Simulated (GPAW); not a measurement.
The system is TiO2.

```
Ti O
1.0
     4.59984    0.00000    0.00000
     0.00000    4.59984    0.00000
     0.00000    0.00000    2.95921
Ti O
2 4
Direct
  0.00000 0.00000 0.50000
  0.50000 0.50000 0.00000
  0.30432 0.30432 0.50000
  0.69568 0.69568 0.50000
  0.19568 0.80432 0.00000
  0.80432 0.19568 0.00000
```

The cell is a database's computed one.

Base run:

```yaml
Program: GPAW 26.7.0
Functional: GLLB-SC
Potentials_or_basis: the program's PAW data sets (release 1.2.1) made for this functional
Cutoff: 800 eV
Basis: pw
k_mesh: 4 × 4 × 6
Occupations: fermi-dirac, width 0.05 eV
Spin: no spin polarisation
```

Its results: band gap on the k mesh with the derivative discontinuity 3.78 eV.

**Question.** The run is repeated on the same cell with these changes: functional from GLLB-SC to WC; potentials or basis from the program's PAW data sets (release 1.2.1) made for this functional to PAW data sets generated in the run's folder for this functional. What comes out?

**Answer.** Band gap on the k mesh 1.84 eV, direct.

Caveats: the GLLB-SC gap is the Kohn-Sham gap of the path plus the derivative discontinuity (some runs); a model potential gives levels but no total energy (some runs).
